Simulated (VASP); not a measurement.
# Cu: relaxation of the atoms with LDA

Cu, a slab with vacuum:

```
CELL_PARAMETERS angstrom
2.49241 0.00000 0.00000
-1.24620 2.15849 0.00000
0.00000 0.00000 27.21026
ATOMIC_POSITIONS crystal
Cu 0.66667 0.33333 0.27563
Cu 0.33333 0.66667 0.35042
Cu 0.00000 0.00000 0.42521
Cu 0.66667 0.33333 0.50000
Cu 0.33333 0.66667 0.57479
Cu 0.00000 0.00000 0.64958
Cu 0.66667 0.33333 0.72437
```

The slab is cut from a database's or a generator's crystal, which needn't be the stable form of the element.

```
Program                : VASP 6.6.1
Task                   : relaxation of the atoms
Functional             : LDA
Potentials or basis    : VASP PAW LDA potentials, release 64 (Cu)
Cutoff                 : 520 eV
k mesh                 : 18 × 18 × 1
Occupations            : methfessel-paxton, width 0.1 eV
Spin                   : no spin polarisation
Dipole correction      : yes
Further INCAR settings : ALGO = Normal; EDIFF = 1e-06; IBRION = 2; EDIFFG = -0.02; NSW = 80
```

* Energy gained by relaxing: 0.4 meV/atom
* Ionic steps: 10
* Largest force after relaxing: 0.011 eV/Å
* Band gap on the k mesh: none (metal or under the smearing width)

Forces in eV/Å, atoms in the order of the input:
```
Cu   0.000  0.000  0.006
Cu   0.000  0.000  0.005
Cu   0.000  0.000  0.011
Cu   0.000  0.000  0.000
Cu   0.000  0.000 -0.011
Cu   0.000  0.000 -0.005
Cu   0.000  0.000 -0.006
```

Step by step:
| step | energy change (eV) | largest force (eV/Å) | pressure (GPa) |
| --- | --- | --- | --- |
| 1 | 0.0000 | 0.1017 | -1.51 |
| 2 | -0.0011 | 0.0703 | -1.44 |
| 3 | -0.0018 | 0.0405 | -1.36 |
| 4 | -0.0018 | 0.0487 | -1.32 |
| 5 | -0.0021 | 0.0275 | -1.34 |
| 6 | -0.0021 | 0.0239 | -1.29 |
| 7 | -0.0021 | 0.0599 | -1.23 |
| 8 | -0.0022 | 0.0334 | -1.29 |
| 9 | -0.0024 | 0.0278 | -1.23 |
| 10 | -0.0028 | 0.0110 | -1.14 |

Final structure:
```yaml
crystal:
  lattice:
    - [2.49241, 0.00000, 0.00000]
    - [-1.24620, 2.15849, 0.00000]
    - [0.00000, 0.00000, 27.21026]
  atoms:
    - { symbol: Cu, position: [0.66667, 0.33333, 0.27668] }
    - { symbol: Cu, position: [0.33333, 0.66667, 0.35071] }
    - { symbol: Cu, position: [0.00000, 0.00000, 0.42519] }
    - { symbol: Cu, position: [0.66667, 0.33333, 0.50000] }
    - { symbol: Cu, position: [0.33333, 0.66667, 0.57481] }
    - { symbol: Cu, position: [0.00000, 0.00000, 0.64929] }
    - { symbol: Cu, position: [0.66667, 0.33333, 0.72332] }
```

Levels at points of the mesh, in eV from the Fermi level:
```csv
k point,band 36,band 37,band 38,band 39,band 40,band 41,band 42,band 43
"(0.00, 0.00, 0.00)",-1.93,-1.93,-1.74,-1.74,-1.70,-1.70,-0.86,-0.52
"(0.50, 0.00, 0.00)",-0.71,0.04,0.67,1.08,1.32,1.52,1.54,4.33
```

Run time: 15 min on 4 MPI ranks on Intel(R) Xeon(R) Platinum 8259CL CPU @ 2.50GHz (Skylake/Cascade Lake), on a shared host, peak memory 0.33 GiB a rank.
